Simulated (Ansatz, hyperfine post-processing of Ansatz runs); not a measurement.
**17O NMR of paramagnetic MnO2**

Aim: the shifts that the unpaired electrons of Mn give to the NMR lines of 17O in MnO2 at 320 K.

Main program and level: Ansatz 0.2.0; DFT, PBEsol+U, plane-wave PAW, default files (PAW set soft_2), collinear spin, scalar-relativistic.

**1. The structure**

Symmetry: Fd-3m, No. 227, cubic system. The conventional cell has a = 8.040 Å, b = 8.040 Å, c = 8.040 Å, α = 90.00°, β = 90.00°, γ = 90.00°. Nearest to Mn lie 6 O at 1.91 Å. Nearest to O lie 3 Mn at 1.91 Å. Farther neighbours and most contacts between anions are not listed.

Structure file:

```cif
data_structure
_symmetry_space_group_name_H-M 'Fd-3m:1'
_symmetry_Int_Tables_number 227
_cell_length_a 8.0400
_cell_length_b 8.0400
_cell_length_c 8.0400
_cell_angle_alpha 90.000
_cell_angle_beta 90.000
_cell_angle_gamma 90.000
_cell_volume 519.72
loop_
_atom_site_label
_atom_site_type_symbol
_atom_site_symmetry_multiplicity
_atom_site_Wyckoff_symbol
_atom_site_fract_x
_atom_site_fract_y
_atom_site_fract_z
_atom_site_occupancy
Mn1 Mn 16 d 0.12500 0.62500 0.12500 1
O1 O 32 e 0.36120 0.86120 0.36120 1
```

The cell is a computed entry of the Materials Project; it need not be the form that is stable at ambient conditions. The atoms were relaxed beforehand at this level of theory at fixed cell, with all moments parallel.

**2. All moments parallel**

With all Mn moments parallel, the spin density at each nucleus is that of the fully magnetised paramagnet. A Hubbard U holds the open shell closer to the ion than the plain functional does, which changes how much spin reaches the ligands.

input.yaml

```yaml
crystal:
  lattice:
    - [0.0, 4.0199925062, 4.0199925062]
    - [4.0199925062, 0.0, 4.0199925062]
    - [4.0199925062, 4.0199925062, 0.0]
  atoms:
    - { symbol: Mn, position: [0.125, 0.125, 0.125], spin: 3.0 }
    - { symbol: Mn, position: [0.125, 0.125, 0.625], spin: 3.0 }
    - { symbol: Mn, position: [0.625, 0.125, 0.125], spin: 3.0 }
    - { symbol: Mn, position: [0.125, 0.625, 0.125], spin: 3.0 }
    - { symbol: O, position: [0.3612041873, 0.3612041873, 0.3612041873] }
    - { symbol: O, position: [0.3612041873, 0.3612041873, 0.9163874381] }
    - { symbol: O, position: [0.9163874381, 0.3612041873, 0.3612041873] }
    - { symbol: O, position: [0.3612041873, 0.9163874381, 0.3612041873] }
    - { symbol: O, position: [0.8887958127, 0.8887958127, 0.3336125619] }
    - { symbol: O, position: [0.8887958127, 0.8887958127, 0.8887958127] }
    - { symbol: O, position: [0.8887958127, 0.3336125619, 0.8887958127] }
    - { symbol: O, position: [0.3336125619, 0.8887958127, 0.8887958127] }
magnetization:
  spin_polarized: true
kpoints:
  mp_grid: { grid: [5, 5, 5] }
scf:
  lower_state_search: "off"
  occupations: { method: fermi_dirac, width: 0.02 }
hamiltonian:
  xc: pbesol
  hubbard: [{ species: Mn, l: d, u_eff: 3.9 }]
output:
  efg:
    contact_densities: true
    quadrupole_moments_barn: { Mn: 0.33, O: -0.02558 }
  forces: false
  write_density: true
  write_potential: true
  elf: true
  volumetric_format: npy
```

Started as:

```sh
> ansatz run input.yaml --threads 4 --pin off --max-ram 8192MiB --backend cpu --events-out ev --progress --plain --runs-dir out
```

Numbers of over 12 decimals in the logs are rounded to 6 here.

The log of the run:

```text
[a pick of lines, long numbers rounded; other set-up, energy and force rows are left out]
Functional definition: PBEsol
Crystal: 12 atoms, lattice volume = 129.929 Å³
Basis set: ecut = 420 eV, 2637 PW (Γ)
Symmetry: 48 space group operations
Magnetic group: BNS 227.128 (UNI 1630), of the structure as read, at distance tolerance 5.1e-5 Å
k-points: 10 of 125
Functional: x = pbesol(κ = 0.804, μ = 0.123457), c = pbesol(β = 0.046)
SCF iter   1: F=—  HF=-19957.964628 eV  |F-HF|=—  |Δ(HF+E_count)|=         —  Δρ=1.54e-1 (↑1.54e-1 ↓1.20e-1)  dr2=1.06e2  dr2_m=7.89e-1  M=11.145 μB ∫|m|=11.608 μB  β_m=0.30  ethr=3.10e-3  ⟨swp⟩=7.5  Hψ=5604  notcnv=0
preconditioner: auto → Kerker (q_TF=auto, 2.646 Å⁻¹)  [metal: Δε(μ)=0.005 eV  Ē_g=10.495 eV  σ=0.020 eV  W_gap=0.06  n_scr=50 (ndim 8)  ℏωp=28.4 eV  f_vac=0.089  D(μ)=10.25/eV (n_scr^D=112)]
SCF iter   2: F=—  HF=-19950.185595 eV  |F-HF|=—  |Δ(HF+E_count)|=    7.78e0  Δρ=7.71e-2 (↑4.33e-2 ↓7.71e-2)  dr2=8.98e0  dr2_m=1.72e0  M=12.000 μB ∫|m|=13.796 μB  β_m=0.30  ethr=3.10e-3  ⟨swp⟩=3.5  Hψ=3310  notcnv=0  defer=160
preconditioner: auto → Resta (q_TF=auto, 2.646 Å⁻¹)  ε∞=7.0  [insulator: Δε(μ)=1.642 eV  Ē_g=11.590 eV  σ=0.020 eV  W_gap=1.00  n_scr=50 (ndim 8)  ℏωp=28.4 eV  f_vac=0.078  D(μ)=0.00/eV (n_scr^D=0)  ε∞_Penn≈7.0]
SCF iter   3: F=—  HF=-19950.162729 eV  |F-HF|=—  |Δ(HF+E_count)|=   2.29e-2  Δρ=3.59e-2 (↑3.51e-2 ↓3.59e-2)  dr2=2.57e0  dr2_m=1.12e0  M=12.000 μB ∫|m|=13.868 μB  β_m=0.40  ethr=3.10e-3  ⟨swp⟩=3.5  Hψ=2760  notcnv=0  defer=160
SCF iter   4: F=—  HF=-19950.760969 eV  |F-HF|=—  |Δ(HF+E_count)|=   5.98e-1  Δρ=2.81e-2 (↑1.67e-2 ↓2.81e-2)  dr2=1.36e0  dr2_m=2.96e-1  M=12.000 μB ∫|m|=13.914 μB  β_m=0.56  ethr=2.38e-3  ⟨swp⟩=2.2  Hψ=1744  notcnv=0  defer=160
SCF iter   5: F=—  HF=-19951.022689 eV  |F-HF|=—  |Δ(HF+E_count)|=   2.62e-1  Δρ=5.80e-3 (↑5.80e-3 ↓3.22e-3)  dr2=9.79e-2  dr2_m=7.30e-3  M=12.000 μB ∫|m|=13.906 μB  β_m=0.78  ethr=1.26e-3  ⟨swp⟩=3.4  Hψ=2512  notcnv=0  defer=160
SCF iter   6: F=—  HF=-19951.038508 eV  |F-HF|=—  |Δ(HF+E_count)|=   1.58e-2  Δρ=2.45e-3 (↑1.46e-3 ↓2.45e-3)  dr2=2.19e-2  dr2_m=4.63e-4  M=12.000 μB ∫|m|=13.799 μB  β_m=0.89  ethr=9.07e-5  ⟨swp⟩=2.5  Hψ=2257  notcnv=0  defer=160
SCF iter   7: F=—  HF=-19951.044007 eV  |F-HF|=—  |Δ(HF+E_count)|=   5.50e-3  Δρ=1.03e-3 (↑1.03e-3 ↓8.52e-4)  dr2=4.89e-3  dr2_m=4.65e-5  M=12.000 μB ∫|m|=13.776 μB  β_m=0.80  ethr=2.03e-5  ⟨swp⟩=2.0  Hψ=2169  notcnv=0  defer=160
SCF iter   8: F=—  HF=-19951.044464 eV  |F-HF|=—  |Δ(HF+E_count)|=   4.57e-4  Δρ=3.64e-4 (↑3.64e-4 ↓2.21e-4)  dr2=3.93e-4  dr2_m=5.32e-5  M=12.000 μB ∫|m|=13.755 μB  β_m=0.90  ethr=4.53e-6  ⟨swp⟩=2.0  Hψ=2118  notcnv=0  defer=160
SCF iter   9: F=—  HF=-19951.044951 eV  |F-HF|=—  |Δ(HF+E_count)|=   4.87e-4  Δρ=2.03e-4 (↑2.03e-4 ↓1.07e-4)  dr2=9.07e-5  dr2_m=3.97e-6  M=12.000 μB ∫|m|=13.741 μB  β_m=0.95  ethr=3.64e-7  ⟨swp⟩=2.0  Hψ=2032  notcnv=0  defer=160
SCF iter  10: F=—  HF=-19951.044970 eV  |F-HF|=—  |Δ(HF+E_count)|=   1.89e-5  Δρ=2.43e-5 (↑1.86e-5 ↓2.43e-5)  dr2=1.97e-6  dr2_m=6.69e-8  M=12.000 μB ∫|m|=13.738 μB  β_m=0.98  ethr=8.40e-8  ⟨swp⟩=2.0  Hψ=1940  notcnv=0  defer=160
iter 11 met the thresholds in force, and the SCF goes on: an eigenvalue changes by 0.16 meV, over its tolerance of 0.07 meV (output.eigenvalues, Limitations)
SCF iter  11: F=-19951.044972 eV  HF=-19951.044972 eV  |F-HF|=8.94e-8  |Δ(HF+E_count)|=   1.34e-6  Δρ=5.85e-6 (↑3.58e-6 ↓5.85e-6)  dr2=8.80e-8  dr2_m=3.10e-9  M=12.000 μB ∫|m|=13.737 μB  β_m=0.99  ethr=9.26e-11  ⟨swp⟩=10.7  Hψ=5948  notcnv=0
iter 12 met the thresholds in force, and the SCF goes on: an eigenvalue changes by 0.72 meV, over its tolerance of 0.50 meV (output.eigenvalues, Limitations)
SCF iter  12: F=-19951.044972 eV  HF=-19951.044972 eV  |F-HF|=5.08e-8  |Δ(HF+E_count)|=   1.26e-7  Δρ=5.29e-6 (↑5.29e-6 ↓3.08e-6)  dr2=8.05e-8  dr2_m=1.75e-9  M=12.000 μB ∫|m|=13.737 μB  β_m=1.00  ethr=8.15e-11  ⟨swp⟩=1.5  Hψ=3710  notcnv=0
SCF iter  13: F=-19951.044970 eV  HF=-19951.044972 eV  |F-HF|=2.03e-6  |Δ(HF+E_count)|=   3.24e-7  Δρ=2.36e-5 (↑2.36e-5 ↓1.84e-5)  dr2=2.15e-6  dr2_m=1.38e-8  M=12.000 μB ∫|m|=13.737 μB  β_m=1.00  ethr=7.46e-11  ⟨swp⟩=3.0  Hψ=2578  notcnv=0  κ⁻¹=1.0e0(r=1)
SCF iter  14: F=-19951.044972 eV  HF=-19951.044972 eV  |F-HF|=6.11e-10  |Δ(HF+E_count)|=   3.15e-7  Δρ=6.04e-7 (↑6.04e-7 ↓4.35e-7)  dr2=1.48e-9  dr2_m=1.89e-11  M=12.000 μB ∫|m|=13.737 μB  ethr=7.46e-11  ⟨swp⟩=1.9  Hψ=4259  notcnv=0
SCF 1 converged in 14 iterations: F = -19951.044972 eV  dr2 = 1.48e-9
SCF converged after 14 iterations
an eigenvalue changed by more than its tolerance at an iteration that met the thresholds in force, so the SCF went on 2 times, its first undamped step at iteration 12: the last check found none over its tolerance
Magnetization: 12.0000 μB (60.0000 up, 48.0000 down)
Absolute magnetization: 13.7415 μB (∫|ρ↑−ρ↓|, with the PAW one-centre terms)
Per-site moments (μB) at R_I (Å): [(2.754088, 0.786037), (2.754088, 0.786037), (2.754088, 0.786037), (2.754088, 0.786037), (-0.092929, 0.786037), (-0.092929, 0.786037), (-0.092929, 0.786037), (-0.092929, 0.786037), (-0.092929, 0.786037), (-0.092929, 0.786037), (-0.092929, 0.786037), (-0.092929, 0.786037)]
Free energy (F): -19951.044972 eV
Fermi energy:    8.110786 eV
--- PAW observables at the nuclei: V_zz in 10²¹ V/m², potentials from the cell's mean, atoms counted from 1 ---
  atom   1  Mn V_zz =    -2.503646   η = 0.0000   by run symmetry: allowed   C_q = -19.9775 MHz
            electrostatic potential = -3025.503626 V   contact ρ = 87598.037584 e/Å³   contact ρ_s (e/Å³): all electrons -1.056843, valence +5.966804
  atom   2  Mn V_zz =    -2.503646   η = 0.0000   by run symmetry: allowed   C_q = -19.9775 MHz
            electrostatic potential = -3025.503626 V   contact ρ = 87598.037584 e/Å³   contact ρ_s (e/Å³): all electrons -1.056843, valence +5.966804
  atom   3  Mn V_zz =    -2.503646   η = 0.0000   by run symmetry: allowed   C_q = -19.9775 MHz
            electrostatic potential = -3025.503626 V   contact ρ = 87598.037584 e/Å³   contact ρ_s (e/Å³): all electrons -1.056843, valence +5.966804
  atom   4  Mn V_zz =    -2.503646   η = 0.0000   by run symmetry: allowed   C_q = -19.9775 MHz
            electrostatic potential = -3025.503626 V   contact ρ = 87598.037584 e/Å³   contact ρ_s (e/Å³): all electrons -1.056843, valence +5.966804
  atom   5  O  V_zz =    -3.254731   η = 0.0000   by run symmetry: allowed   C_q = +2.0131 MHz
            electrostatic potential = -622.082829 V   contact ρ = 2145.658739 e/Å³   contact ρ_s (e/Å³): all electrons +0.300964, valence +0.117078
  atom   6  O  V_zz =    -3.254731   η = 0.0000   by run symmetry: allowed   C_q = +2.0131 MHz
            electrostatic potential = -622.082829 V   contact ρ = 2145.658739 e/Å³   contact ρ_s (e/Å³): all electrons +0.300964, valence +0.117078
  atom   7  O  V_zz =    -3.254731   η = 0.0000   by run symmetry: allowed   C_q = +2.0131 MHz
            electrostatic potential = -622.082829 V   contact ρ = 2145.658739 e/Å³   contact ρ_s (e/Å³): all electrons +0.300964, valence +0.117078
  atom   8  O  V_zz =    -3.254731   η = 0.0000   by run symmetry: allowed   C_q = +2.0131 MHz
            electrostatic potential = -622.082829 V   contact ρ = 2145.658739 e/Å³   contact ρ_s (e/Å³): all electrons +0.300964, valence +0.117078
  atom   9  O  V_zz =    -3.254731   η = 0.0000   by run symmetry: allowed   C_q = +2.0131 MHz
            electrostatic potential = -622.082829 V   contact ρ = 2145.658739 e/Å³   contact ρ_s (e/Å³): all electrons +0.300964, valence +0.117078
  atom  10  O  V_zz =    -3.254731   η = 0.0000   by run symmetry: allowed   C_q = +2.0131 MHz
            electrostatic potential = -622.082829 V   contact ρ = 2145.658739 e/Å³   contact ρ_s (e/Å³): all electrons +0.300964, valence +0.117078
  atom  11  O  V_zz =    -3.254731   η = 0.0000   by run symmetry: allowed   C_q = +2.0131 MHz
            electrostatic potential = -622.082829 V   contact ρ = 2145.658739 e/Å³   contact ρ_s (e/Å³): all electrons +0.300964, valence +0.117078
  atom  12  O  V_zz =    -3.254731   η = 0.0000   by run symmetry: allowed   C_q = +2.0131 MHz
            electrostatic potential = -622.082829 V   contact ρ = 2145.658739 e/Å³   contact ρ_s (e/Å³): all electrons +0.300964, valence +0.117078
--- Band table (eV; the first three rows and the last of 20) ---
  k-point 0 ↑: bands = ["-73.9059", "-73.8867", "-73.8867", "-73.8867", "-42.8630", "-42.7618", "-42.7618", "-42.7618", "-42.7188", "-42.7188", "-42.6636", "-42.6636", "-42.6636", "-42.6568", "-42.6568", "-42.6568", "-11.6240", "-9.9792", "-9.9270", "-9.9270", "-9.9270", "-9.4133", "-9.4133", "-9.4133", "-0.5280", "0.3406", "0.3406", "0.3406", "1.0098", "1.0098", "2.3101", "2.3101", "2.3101", "2.7796", "2.7796", "2.7 [...]
  k-point 1 ↑: bands = ["-73.9044", "-73.8877", "-73.8865", "-73.8865", "-42.8519", "-42.7589", "-42.7566", "-42.7566", "-42.7168", "-42.7168", "-42.6716", "-42.6700", "-42.6700", "-42.6636", "-42.6579", "-42.6579", "-11.5160", "-10.1430", "-9.8964", "-9.8964", "-9.8624", "-9.4715", "-9.4491", "-9.4491", "-0.3411", "0.4972", "0.4972", "0.5574", "1.0568", "1.0568", "2.2665", "2.2665", "2.2775", "2.3077", "2.4757", "2. [...]
  k-point 2 ↑: bands = ["-73.9015", "-73.8898", "-73.8863", "-73.8863", "-42.8314", "-42.7476", "-42.7476", "-42.7456", "-42.7076", "-42.7076", "-42.7066", "-42.6881", "-42.6881", "-42.6636", "-42.6584", "-42.6584", "-11.2758", "-10.4192", "-9.8336", "-9.8336", "-9.8249", "-9.5505", "-9.5203", "-9.5203", "0.0657", "0.7929", "0.7929", "0.9890", "1.2638", "1.2638", "1.6363", "1.7970", "1.7970", "2.2267", "2.5237", "2.5 [...]
  k-point 9 ↓: bands = ["-70.3817", "-70.3760", "-70.3675", "-70.3673", "-39.4868", "-39.4388", "-39.3664", "-39.3639", "-39.2416", "-39.2374", "-39.2248", "-39.2162", "-39.2063", "-39.1989", "-39.1880", "-39.1815", "-11.0353", "-10.6663", "-9.8598", "-9.8288", "-9.7184", "-9.6248", "-9.6212", "-9.6193", "2.6374", "2.6898", "2.7201", "2.8202", "2.9279", "2.9991", "3.1266", "3.1596", "3.4033", "3.6741", "3.7740", "3.8 [...]
Occupation matrices written to <dir>
```

Run time: 6.2 s. Hardware: 4 threads of Arm Neoverse V2, shared host; peak memory 0.71 GiB; 22 s of CPU time.

The cell holds 12.00 μB on 4 Mn, so S = 1.50. The contact field is B = (2μ₀/3) μB ρ_s, 7.769 T for 1 e/Å³, and A_iso = γB/(2πS) sums over all ions. The valence part leaves out the polarisation of the shells that the files keep in the core (H has none; for Li and Na most or all inner electrons count as valence):

| site | atom | atoms in cell | links to Mn | field (T) | valence part (T) | A_iso (MHz) |
| --- | --- | --- | --- | --- | --- | --- |
| O | 5 | 8 | bonded to 3 Mn at 1.91 Å | 2.34 | 0.910 | -9.00 |

Spin density in the ac plane of the conventional cell at fractional y = 0.125, with atoms of Mn and O within 0.2 Å of it.

Ten even steps from '0' (-0.1 e/Å³) to '9' (5.7 e/Å³), each cell a mean:
```
0000000000000000000000
0000000342000000000000
0000000494000000000000
0000000243000000000000
0000000000000000000000
0000000000000000000000
0111000000000000000000
0176100000000000000000
0177100000000000000000
0011100000000000000000
0000000000000000000000
0000000000000000000000
0000000000000000003420
0000000000000000004940
0000000000000000002430
0000000000000000000000
0000000000000000000000
0000000000001110000000
0000000000001761000000
0000000000001771000000
0000000000000111000000
0000000000000000000000
```
Columns run along a (8.0 Å), rows up along c (8.0 Å), edges of the conventional cell, whose origin can differ from the input's. Atoms in or near the plane, at fractional coordinates: Mn at (0.62, 0.12), Mn at (0.12, 0.62), Mn at (0.88, 0.38), Mn at (0.38, 0.88), O at (0.64, 0.36), O at (0.14, 0.86), O at (0.86, 0.14), O at (0.36, 0.64), O at (0.11, 0.39), O at (0.61, 0.89), O at (0.39, 0.11), O at (0.89, 0.61).

**3. One ion reversed at a time**

Above the ordering point the moments are not free: their couplings set the Weiss constant, which scales every shift. Reversing one ion measures these couplings, and shows at once how much of each shift that ion sends.

input.yaml, as its differences from that of step 2:

```diff
@@ -6,6 +6,6 @@
   atoms:
-    - { symbol: Mn, position: [0.125, 0.125, 0.125], spin: 3.0 }
-    - { symbol: Mn, position: [0.125, 0.125, 0.625], spin: 3.0 }
-    - { symbol: Mn, position: [0.625, 0.125, 0.125], spin: 3.0 }
-    - { symbol: Mn, position: [0.125, 0.625, 0.125], spin: 3.0 }
+    - { symbol: Mn, position: [0.125, 0.125, 0.125], spin: -2.8 }
+    - { symbol: Mn, position: [0.125, 0.125, 0.625], spin: 2.8 }
+    - { symbol: Mn, position: [0.625, 0.125, 0.125], spin: 2.8 }
+    - { symbol: Mn, position: [0.125, 0.625, 0.125], spin: 2.8 }
     - { symbol: O, position: [0.3612041873, 0.3612041873, 0.3612041873] }
@@ -33,5 +33 @@
   forces: false
-  write_density: true
-  write_potential: true
-  elf: true
-  volumetric_format: npy
```

The log of the run:

```text
[a pick of lines, long numbers rounded; other set-up, energy and force rows are left out]
[...]
atom   1  Mn V_zz =    -1.930206   η = 0.0000   by run symmetry: allowed   C_q = -15.4018 MHz
[...]
atom   2  Mn V_zz =    -2.208032   η = 0.1156   by run symmetry: allowed   C_q = -17.6187 MHz
[...]
atom   3  Mn V_zz =    -2.208032   η = 0.1156   by run symmetry: allowed   C_q = -17.6187 MHz
[...]
atom   4  Mn V_zz =    -2.208032   η = 0.1156   by run symmetry: allowed   C_q = -17.6187 MHz
[...]
atom   5  O  V_zz =    -3.339197   η = 0.0000   by run symmetry: allowed   C_q = +2.0654 MHz
[...]
atom   6  O  V_zz =    -3.432057   η = 0.0377   by run symmetry: allowed   C_q = +2.1228 MHz
[...]
atom   7  O  V_zz =    -3.432057   η = 0.0377   by run symmetry: allowed   C_q = +2.1228 MHz
[...]
atom   8  O  V_zz =    -3.432057   η = 0.0377   by run symmetry: allowed   C_q = +2.1228 MHz
[...]
atom   9  O  V_zz =    -3.432057   η = 0.0377   by run symmetry: allowed   C_q = +2.1228 MHz
[...]
atom  10  O  V_zz =    -3.339197   η = 0.0000   by run symmetry: allowed   C_q = +2.0654 MHz
[...]
atom  11  O  V_zz =    -3.432057   η = 0.0377   by run symmetry: allowed   C_q = +2.1228 MHz
[...]
atom  12  O  V_zz =    -3.432057   η = 0.0377   by run symmetry: allowed   C_q = +2.1228 MHz
[...]
Occupation matrices written to <dir>
```

Run time: 12 s. Hardware: 4 threads; peak memory 0.8 GiB; 47 s of CPU time.

The parallel state has -19951.0450 eV at zero smearing. Each flip reverses one ion with all its periodic images. It gives an energy and, by half the change of the contact field, the share of that set of ions in each shift at 320 K (ppm; atoms of one site can get unlike shares):

| atom reversed | energy (eV) | change (meV) | O |
| --- | --- | --- | --- |
| Mn1 | -19950.9074 | 137.5 | 173 / 2730 |

In mean-field theory Θ = ΔE (S + 1) / (6 S k_B): Θ = 443 K. Couplings between an ion and its own images are missing, but in this cell they lie beyond the nearest magnetic neighbours. Θ = 0 is used for the shifts.

**4. The ladder of functionals**

Spin transfer to the ligands hangs on how far the functional delocalises the open shell, so other levels show how much the fields depend on it.

Contact fields (T) with all moments parallel; times on 4 threads of Arm Neoverse V2, shared host. B3LYP ran on a 4×4×4 mesh, against 5×5×5 for the first row.

| level | moment (μB) | time | O |
| --- | --- | --- | --- |
| PBEsol +U Mn 3.9 eV | 12.00 | 6.2 s | 2.34 |
| PBEsol | 12.00 | 4.6 s | 2.63 |
| PBEsol +U Mn 3 eV | 12.00 | 5.3 s | 2.37 |
| B3LYP | 12.00 | 38 s | 2.38 |

**5. Shifts at temperature**

The shift is δ = B · g μB (S + 1) / (3 k_B (T − Θ)) with g = 2; at 320 K and Θ = 0 K one tesla gives 3499 ppm. The anisotropy is a sum over point dipoles on the Mn ions, scaled alike; on atoms bound to Mn, spin in their own p shell adds an anisotropy that this leaves out.

| site | nucleus | δ_iso (ppm) | reduced anisotropy (ppm) | asymmetry |
| --- | --- | --- | --- | --- |
| O | 17O | 8180 | -820 | 0.00 |

The reduced anisotropy is δ_zz − δ_iso, with zz the principal value farthest from δ_iso. The Weiss constant adds its own doubt: exchange couplings from semilocal functionals with a U can miss even their sign, and a Θ lower by 100 K would lower every shift by 24 %.

**6. Results**

| Quantity | Value |
| --- | --- |
| spin of Mn | 1.50 |
| Weiss constant, mean field (rough, not used) | 443 K |
| 17O contact shift at 320 K, Θ = 0 K | 8180 ppm |

What this shows: At 320 K the Mn moments shift 17O on O by 8180 ppm, scaled with a pure Curie law. No measured Weiss constant is at hand, and the one from single flips is too rough to scale with, so the shifts are given for a pure Curie law; the couplings found are strong, so their size is uncertain by a factor of two or more. Over the levels shown that keep the moment, the field at O runs from 2.34 T (PBEsol +U Mn 3.9 eV) to 2.63 T (PBEsol). 2 further runs of this session (trial settings, or flips that did not finish) are not shown. All this holds only well above the ordering temperature and the strongest exchange, neither of which is computed. The orbital (chemical) shift and the pseudocontact shift from g anisotropy are not included. Couplings this strong may order the moments above this temperature, where no paramagnetic shift is seen. For anions bound to the magnetic ion the point-dipole anisotropy lacks the spin in their own p orbitals, and their lines are broad and relax fast. On O total and valence fields differ by over a quarter of the total (by up to 0.61 times the total); that core part hangs on the functional and on the program's treatment of the cores, and where it exceeds the total neither size nor sign of the shift is settled. The dipole sum is for a spherical crystallite; bulk susceptibility, which broadens real lines, and quadrupolar couplings are left out.

[Logs are printed without paths, hosts, clocks, repeated set-up lines and the standing remarks that a program may print on its own settings, such as how far it seeks lower states.]

[Hosts, paths, dates, database ids (printed as entryN), source tags and the programs' standing remarks are cut or masked in the printed files.]
